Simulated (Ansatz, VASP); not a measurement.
# C (V_C) in two plane-wave programs

Aim: how closely do two programs agree when they are given the same cell, functional and k mesh? The cell is taken from a series of runs on this material, whose earlier steps may have relaxed, scaled, displaced or heated it; both programs get it as it stands.

Program: Ansatz 0.2.0. Level of theory: plane waves, with VASP 6.6.1 beside it; single point at PBE0 form with 17 % exact exchange with an exact-exchange share of 0.17. Results are calculated unless marked as measured.

In doubt: the hybrid run may have settled on a false gap or state, so the values of those runs are not to be relied on; a hybrid run on one k-point, which bears on gaps, levels and energies.

## (1) The structure

The cell holds 53 atoms: 53 C. Its edges and angles: a = 7.576 Å, b = 7.576 Å, c = 7.576 Å, α = 60.0°, β = 60.0°, γ = 60.0°. It derives from C (C (Fd-3m)). Nearest the centre at fractional (0.417, 0.417, 0.417): C32 at 1.70 Å, C28 at 1.71 Å, C27 at 1.71 Å, C44 at 1.71 Å, C16 at 2.49 Å, C33 at 2.50 Å, C12 at 2.50 Å, C29 at 2.50 Å. The cell carries charge −2.

As a file:

```
C
1.0
     0.00000    5.35734    5.35734
     5.35734    0.00000    5.35734
     5.35734    5.35734    0.00000
C
53
Direct
  0.00017 0.99941 0.00013
  0.08407 0.08243 0.08315
  0.00015 0.99866 0.33389
  0.08391 0.08259 0.41693
  0.00089 0.99870 0.66686
  0.08414 0.08266 0.74989
  0.00015 0.33319 0.99935
  0.08391 0.41622 0.08330
  0.99847 0.33484 0.33554
  0.08500 0.41400 0.41472
  0.00147 0.33211 0.66644
  0.08877 0.41397 0.74779
  0.00089 0.66615 0.99941
  0.08414 0.74918 0.08337
  0.00147 0.66573 0.33283
  0.08877 0.74707 0.41468
  0.00343 0.66477 0.66548
  0.08481 0.74850 0.74921
  0.33631 0.99700 0.99773
  0.41769 0.08244 0.08315
  0.33466 0.99867 0.33389
  0.41544 0.08729 0.41605
  0.33359 0.99999 0.66656
  0.41548 0.08352 0.75285
  0.33466 0.33319 0.99937
  0.41544 0.41534 0.08801
  0.32339 0.32507 0.32578
  0.32655 0.32192 0.69233
  0.41681 0.41397 0.74779
  0.33359 0.66584 0.00070
  0.41548 0.75213 0.08425
  0.32656 0.69157 0.32265
  0.41681 0.74707 0.41468
  0.33365 0.66477 0.66548
  0.41677 0.74919 0.74990
  0.66763 0.99941 0.00013
  0.74998 0.08334 0.08405
  0.66625 0.00196 0.33290
  0.74854 0.08730 0.41606
  0.66721 0.99999 0.66656
  0.75065 0.08267 0.74989
  0.66624 0.33218 0.00268
  0.74854 0.41534 0.08802
  0.69304 0.32509 0.32580
  0.75360 0.41401 0.41472
  0.66731 0.33212 0.66644
  0.75066 0.41530 0.75072
  0.66720 0.66584 0.00070
  0.75065 0.74918 0.08338
  0.66731 0.66573 0.33283
  0.75066 0.75001 0.41601
  0.66739 0.66592 0.66663
  0.75148 0.74919 0.74990
```

## (2) Ansatz: single point, PBE0 form with 17 % exact exchange with an exact-exchange share of 0.17

Ansatz runs on its default PAW (the set named soft_2) files.

A single point gives forces, pressure and levels at one fixed geometry, so differences don't come from the geometry; what else differs is listed under the comparison.

Input file input.yaml:

```yaml
crystal:
  checkpoint: "../qm2.relax.run"
  host: checkpoint
total_charge: -2
basis:
  ecutwfc: 420
  xc_grid: 2
hamiltonian:
  xc: { preset: pbe0, exx: 0.17 }
kpoints:
  mp_grid: { grid: [1, 1, 1] }
scf:
  occupations: { method: fixed }
  max_iter: 80
output:
  forces: true
  charged_corrections:
    epsilon: 5.87
    static_epsilon: 5.87
    defect_position: [0.416667, 0.416667, 0.416667]
  eigenvalues: true
  eigenstates: { localisation: true }
  populations: true
checkpoint:
  read: "../qm2.relax.run"
  write: "../qm2.hyb.run"
  compress: false
  write_wavefunctions: false
  write_every: 100000
```

Run with:

```bash
ansatz run input.yaml --threads 4 --pin off --max-ram 9420MiB --backend cpu --events-out ev --progress --plain --runs-dir out
```

Numbers of over 12 decimals in the logs are rounded to 6 here.

The log of the run:

```text
Warning: at least one further symmetry operation maps every atom of the structure, as the run holds it, onto an atom to within 2.81e-5 (fractional), and is not used: no operation is sought that the atoms, as the run holds them, miss by more than 2.00e-5, twice crystal.symmetry.tolerance (1.0e-5). The run uses 1 unitary operations. The run imposes no operation that its atoms and lattice do not hold. Figures that only  [...]
Warning: checkpoint.read: hamiltonian.xc differs: saved pbe, current {"exchange":"pbe","correlation":"pbe","exx":{"coeff":0.17,"omega":null}}; the SCF iterates under this deck's functional from the saved state
crystal.checkpoint: the structure is that of <dir>, a `relax` run, at its step 7: its result, under pbe at a charge of -2 e; 53 atoms read, 0 with a starting moment; this deck's functional is {"exchange":"pbe","correlation":"pbe","exx":{"coeff":0.17,"omega":null}}; crystal.structure_sha256 for this input is
Engine: ansatz 0.2.0, aarch64-unknown-linux-gnu
Pseudopotentials: kind: paw
Pseudopotential: C, paw, valence charge 4, recommended cutoff 420 eV (normal), C.paw.azcp
Functional definition: unnamed
  parameter a_1 = 0.17
  exchange = (1 - a_1)*pbe_x + a_1*exact_x
  correlation = pbe_c
davidson cushion auto → on  (no smearing: the cushion is to keep the highest requested band from converging to the state above it; pin scf.eigensolver.cushion to override)
Crystal: 53 atoms, lattice volume = 307.524 Å³
Basis set: ecut = 420 eV, 5985 PW (Γ), exchange–correlation on 108×108×108 points (8 copies of the dense FFT grid, shifted against one another)
Bands: 160, of which v1, the nominal top of the filled ones, is band 107 counted from 1 (106 counted from 0)
Symmetry: 1 space group operations
Space group: P1 (ITA 1), of the structure as read, at distance tolerance 6.7e-5 Å
k-points: 1
Non-local potential: C, projectors of the file, l = 0: 2, l = 1: 2, l = 2: 1
PAW form: soft (Blöchl's): semilocal exchange-correlation on the pseudo side does not see the compensation charge
PAW frozen core: C, regenerated for the run's functional, and the local potential with it (the file was generated under x = pbe(κ = 0.804, μ = 0.219515), c = pbe(β = 0.066725))
PAW one-centre angular grid: C, 110 points (default); XC on 64 Gauss nodes
Initial density: read from a saved state, or passed on in memory by an earlier SCF of this step, an earlier step, the calling program or the single point that the run made first
Initial wavefunctions: pseudopotential atomic-orbital guess
Functional: x = pbe(κ = 0.804, μ = 0.219515), c = pbe(β = 0.066725), warm-up for x = 0.83 pbe(κ = 0.804, μ = 0.219515) + 0.17 exact, c = pbe(β = 0.066725)
iter 1 solved again at ethr=2.90e-7 eV; its pass at ethr=1.00e-1 eV (dr2=6.21e-4 eV) is discarded
SCF iter   1: F=—  HF=-13242.255659 eV  |F-HF|=—  |Δ(HF+E_count)|=         —  Δρ=1.59e-4  dr2=4.45e-5  ethr=2.90e-7  ⟨swp⟩=18.0  Hψ=1363  notcnv=0
preconditioner: auto → none  [insulator: Δε(μ)=0.109 eV  Ē_g=16.182 eV  n_scr=88 (ndim 8)  ℏωp=31.0 eV  f_vac=0.000]
SCF iter   2: F=—  HF=-13242.255642 eV  |F-HF|=—  |Δ(HF+E_count)|=   1.72e-5  Δρ=6.32e-5  dr2=8.36e-6  ethr=2.08e-8  ⟨swp⟩=4.0  Hψ=384  notcnv=0  defer=1
SCF iter   3: F=—  HF=-13242.255708 eV  |F-HF|=—  |Δ(HF+E_count)|=   6.56e-5  Δρ=7.99e-4  dr2=3.35e-3  ethr=3.91e-9  ⟨swp⟩=5.0  Hψ=517  notcnv=0  defer=1  recentre
SCF iter   4: F=—  HF=-13242.255640 eV  |F-HF|=—  |Δ(HF+E_count)|=   6.78e-5  Δρ=4.46e-5  dr2=1.02e-5  ethr=3.91e-9  ⟨swp⟩=4.0  Hψ=482  notcnv=0
iter 5 solved again at ethr=2.45e-11 eV; its pass at ethr=3.91e-9 eV (dr2=5.24e-8 eV) is discarded
SCF iter   5: F=-13242.255639 eV  HF=-13242.255639 eV  |F-HF|=8.43e-9  |Δ(HF+E_count)|=   2.37e-7  Δρ=6.87e-6  dr2=5.32e-8  ethr=2.45e-11  ⟨swp⟩=5.0  Hψ=757  notcnv=0
SCF 1 converged in 5 iterations: F = -13242.255639 eV  dr2 = 5.32e-8
  greatest PAW one-centre occupation: 0.641 electrons in one spin orbital (limit 2), on the C atom at site 43 (counted from 0), in its partial waves of l = 0
the semilocal start has a gap of 0.109 eV: under exact exchange another state, often on complex orbitals, can lie lower than the one that it leads to. A single point with scf.lower_state_search: full and scf.eigensolver.gamma_real: false can look for it
Initial density: handed on by an earlier stage of this run
[...]
SCF iter   1: F=—  HF=-13246.073140 eV  |F-HF|=—  |Δ(HF+E_count)|=         —  Δρ=1.44e-5  dr2=7.14e-7  ethr=3.27e-8  ⟨swp⟩=3.0  Hψ=374  notcnv=0
preconditioner: auto → none  [insulator: Δε(μ)=1.016 eV  Ē_g=18.297 eV  n_scr=88 (ndim 8)  ℏωp=31.0 eV  f_vac=0.000]
SCF iter   2: F=—  HF=-13246.073141 eV  |F-HF|=—  |Δ(HF+E_count)|=   2.88e-7  Δρ=1.39e-5  dr2=1.19e-6  ethr=3.06e-10  ⟨swp⟩=5.0  Hψ=526  notcnv=0
SCF iter   3: F=—  HF=-13246.073141 eV  |F-HF|=—  |Δ(HF+E_count)|=   1.19e-7  Δρ=6.25e-6  dr2=1.08e-7  ethr=3.06e-10  ⟨swp⟩=4.0  Hψ=418  notcnv=0
SCF iter   4: F=—  HF=-13246.073141 eV  |F-HF|=—  |Δ(HF+E_count)|=   9.69e-9  Δρ=3.83e-6  dr2=4.48e-8  ethr=4.47e-11  ⟨swp⟩=4.0  Hψ=415  notcnv=0
SCF iter   5: F=-13246.073141 eV  HF=-13246.073141 eV  |F-HF|=2.92e-9  |Δ(HF+E_count)|=   2.01e-9  Δρ=1.58e-6  dr2=4.95e-9  ethr=1.73e-11  ⟨swp⟩=4.0  Hψ=368  notcnv=0
SCF 3 converged in 5 iterations: F = -13246.073141 eV  dr2 = 4.95e-9
  Residual-converged pass: ⟨swp⟩=3.0  Hψ=326  notcnv=0  max |occ|·‖R‖ = 6.9e-7 eV (tolerance 8.2e-7 eV)  dr2=5.00e-9  dr2_onsite=6.25e-11  max |Δocc| = 0.0e0
hybrid outer 2: dexx = +3.147e-7 eV, tail = 1.05e-8 eV, Δε = 6.60e-4 eV (about 2.23e-5 eV left of the loop's levels), ΔF = 8.71e-4 eV/Å (tail 2.45e-4)
WARN: the filled states extend beyond the cell (their overlap across the Brillouin zone is 0.369, against 0 in a metal and nearly 1 for localised states). With one k-point a hybrid's gap, moments and forces can then be wrong. Use a denser k-mesh, or a larger cell for a defect
hybrid SCF converged: 2 outer / 17 inner (+5 warm-up), last move |dexx| = 3.15e-7 eV, tail = 1.05e-8 eV
Stability not checked: this state was not tested for a lower state beside it, because the functional holds exact exchange (a hybrid, or Hartree-Fock), whose exchange loop this test does not read (fock_operator; see scf.lower_state_search)
Free energy (F): -13246.073141 eV
Frozen-core exchange: fock
Harris-Foulkes:  -13246.073141 eV  (|F-HF|=2.92e-9)
Internal energy: -13246.073141 eV  (E = F + TS)
E sigma→0 (E₀):  -13246.073141 eV
Fermi energy:    15.140332 eV
--- Per-component energies (eV) ---
  E_band       = 616.053641
  E_kinetic    = 4981.204685
  E_local      = -3555.017643  (includes V_loc(G=0)·N_el)
  E_nonlocal   = 1395.858437
  E_hartree    = 828.078471
  E_xc         = -2205.037629
  E_vxc        = -2736.160386  (∫ρ·V_xc dr)
  E_exx        = -393.165156  (= α·E_x^exact, valence–valence)
  E_paw        = -5271.232589  (= ΣΔE_a)
  E_vpaw       = -339.659874  (= ΣTr[D̂ρ^β])
  E_aug_tail   = 0.000497  (compensation charges beyond the density's cutoff)
  E_ewald      = -9026.142317
  E_core_change = -0.619899  (= ΣΔE_core)
  E_smearing   = -0.000000  (= −TS)
  E_closure    = 0.000000  (closes the sum)
  E_deformation_potential = -42.161589  (in the stress; not in F)
  Σ components = -13246.073141   (vs F -13246.073141, Δ=-1.82e-12)
--- Forces (eV/Å), atoms counted from 1 ---
  atom   1  C      0.00688133     0.01716658     0.01765058
  atom   2  C     -0.00489781     0.00693017     0.00844921
  atom   3  C      0.00107580    -0.00194112    -0.01393254
  atom   4  C      0.00478583    -0.00740287     0.00879072
  atom   5  C     -0.00645892    -0.01747505     0.01722352
  atom   6  C      0.00007636     0.00069581    -0.01711317
  atom   7  C      0.00264098    -0.01145666    -0.00466005
  atom   8  C      0.00464453     0.00924004    -0.00773086
  atom   9  C      0.03225926     0.00021065     0.00057645
  atom  10  C     -0.04320336    -0.03471181    -0.03378738
  atom  11  C     -0.01643891    -0.00017441     0.03911684
  atom  12  C      0.04144060     0.01667200    -0.02580758
  atom  13  C     -0.00654478     0.01755887    -0.01666314
  atom  14  C      0.00041950    -0.01738858    -0.00034291
  atom  15  C     -0.01675418     0.03872357    -0.00099491
  atom  16  C      0.04217697    -0.02684719     0.01859194
  atom  17  C     -0.03840769    -0.01279238    -0.01450099
  atom  18  C      0.01790119    -0.00021352    -0.00000469
  atom  19  C     -0.03276458     0.00024276     0.00087444
  atom  20  C     -0.00445481    -0.00785503    -0.00801603
  atom  21  C     -0.00224545     0.01082116    -0.00332212
  atom  22  C     -0.04170956    -0.01640430    -0.02600709
  atom  23  C      0.01701763    -0.00051188     0.03970581
  atom  24  C      0.04375275     0.03453111    -0.03431347
[...]
atom  46  C     -0.01679108    -0.03974631     0.00004316
  atom  47  C      0.02169068     0.00808426    -0.00769693
  atom  48  C      0.01701924     0.00070329    -0.03958628
  atom  49  C     -0.00009535    -0.00046081     0.01683945
  atom  50  C     -0.01639102     0.00048384    -0.03922829
  atom  51  C      0.02069488    -0.00785925     0.00765071
  atom  52  C     -0.00001899    -0.00002017    -0.00000066
  atom  53  C     -0.02129827     0.00723611     0.00747985
  max |Σ_I F_I| component: 3.81e-5 eV/Å
--- Charged-cell corrections in eV (Makov–Payne, q = -2.000 e, ε = 5.870) ---
  F (periodic)     = -13246.073141  (uncorrected; the corrections below are reported, never added to it)
  E_corr1          = +2.099377  (monopole, q²α_M/2εL)
  F Makov-Payne    = -13243.973763  (F + E_corr1; no measured alignment; for a localised charge, not one spread in a band: unchecked)
  no potential alignment in this run, which stands beside a crystal: run the host's input off ansatz write-host-input, and read the two finished runs by ansatz place-levels (neither reads a slab, a wire or a sheet, whose cell leaves a vacuum)
--- Band table (eV) ---
  k-point 0: bands = [... 103 lower, 11.6213, 11.6213, 15.1403, 15.1403, 16.1565, 17.6081, 17.6234, 17.9527, ... 49 higher]
--- Löwdin populations: 53 sites ---
  site symbol       q [e]
     0      C      4.0139
     1      C      4.0164
     2      C      4.0184
     3      C      4.0164
     4      C      4.0139
     5      C      4.0084
     6      C      4.0184
     7      C      4.0164
     8      C      3.9805
     9      C      4.0008
    10      C      4.0045
    11      C      3.9943
    12      C      4.0139
    13      C      4.0084
    14      C      4.0045
    15      C      3.9943
    16      C      4.0073
    17      C      4.0044
    18      C      3.9805
    19      C      4.0164
    20      C      4.0184
    21      C      3.9943
    22      C      4.0045
    23      C      4.0008
[...]
45      C      4.0045
    46      C      4.0128
    47      C      4.0045
    48      C      4.0084
    49      C      4.0045
    50      C      4.0128
    51      C      4.0099
    52      C      4.0128
  spilling = 0.004031 (of n_electrons = 214.000000)
```

(Part 1 of 2 ends here.)

[Lines on the potential files, build, host, timing and source positions are cut from VASP's logs without a mark.]

[Logs are printed without paths, hosts, clocks, repeated set-up lines and the standing remarks that a program may print on its own settings, such as how far it seeks lower states.]

[Hosts, paths, dates, database ids (printed as entryN), source tags and the programs' standing remarks are cut or masked in the printed files.]
